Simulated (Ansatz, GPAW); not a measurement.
Given: the input of a run of GPAW 26.7.0 (ASE script) on ZrC. 

run.py

```python
from ase import Atoms
from ase.dft.bandgap import bandgap
from ase.io import write
from ase.units import GPa
from gpaw import GPAW, PW

atoms = Atoms(['Zr', 'C'],
              cell=[[0.0, 2.365, 2.365],
                    [2.365, 0.0, 2.365],
                    [2.365, 2.365, 0.0]],
              scaled_positions=[[0.5, 0.5, 0.5],
                                [0.0, 0.0, 0.0]],
              pbc=True)

calc = GPAW(mode=PW(800),
            xc='PBE',
            kpts={'size': (10, 10, 10), 'gamma': True},
            occupations={'name': 'methfessel-paxton', 'order': 0, 'width': 0.012},
            nbands=18,
            convergence={'density': 1e-05, 'energy': 1e-05},
            maxiter=150,
            txt='gpaw.txt')
atoms.calc = calc
energy = atoms.get_potential_energy()
forces = atoms.get_forces()
stress = atoms.get_stress()
calc.write('gs.gpw')
write('result.traj', atoms)
print(f'Energy: {energy:.6f} eV')
print('Forces (eV/A):')
print(forces.round(4))
print('Stress (GPa):', (stress / GPa).round(3))
print('Fermi level:', round(calc.get_fermi_level(), 4), 'eV')
print(f'Gap: {bandgap(calc)[0]:.4f} eV, direct: {bandgap(calc, direct=True)[0]:.4f} eV')
```

Potentials or basis: GPAW PAW data sets (gpaw-data 1.2.1), pw.

The run is started by

```bash
$ OMP_NUM_THREADS=1 python run.py
```

**Question.** What does the same run look like in Ansatz 0.2.0? Potentials or basis there: all-electron LAPW, scalar-relativistic.

**Answer.** As run (cutoffs and basis follow the program's own potentials, and thresholds, step limits or extra output files can differ):

Contents of input.yaml:

```yaml
crystal:
  lattice:
    - [0.0, 2.365, 2.365]
    - [2.365, 0.0, 2.365]
    - [2.365, 2.365, 0.0]
  atoms:
    - { symbol: Zr, position: [0.5, 0.5, 0.5] }
    - { symbol: C, position: [0.0, 0.0, 0.0] }
kpoints:
  mp_grid: { grid: [10, 10, 10] }
scf:
  occupations: { method: gaussian, width: 0.012 }
hamiltonian:
  xc: pbe
  pseudopotentials: { kind: all_electron, lapw: { basis_error: 0.001 } }
output:
  forces: true
  stress: true
  eigenvalues: true
```

Potentials or basis: all-electron LAPW, scalar-relativistic.

Run with:

```sh
$ ansatz run input.yaml --threads 1 --pin off --max-ram 3072MiB --backend cpu --events-out ev --progress --plain --runs-dir out
```

Both were run:

|  | GPAW | Ansatz |
| --- | --- | --- |
| Pressure | -3.9 GPa | -2.9 GPa |

Where Ansatz's input types no cutoff or centring, it takes its own default and a Γ-centred mesh.

Pressure is positive in compression.
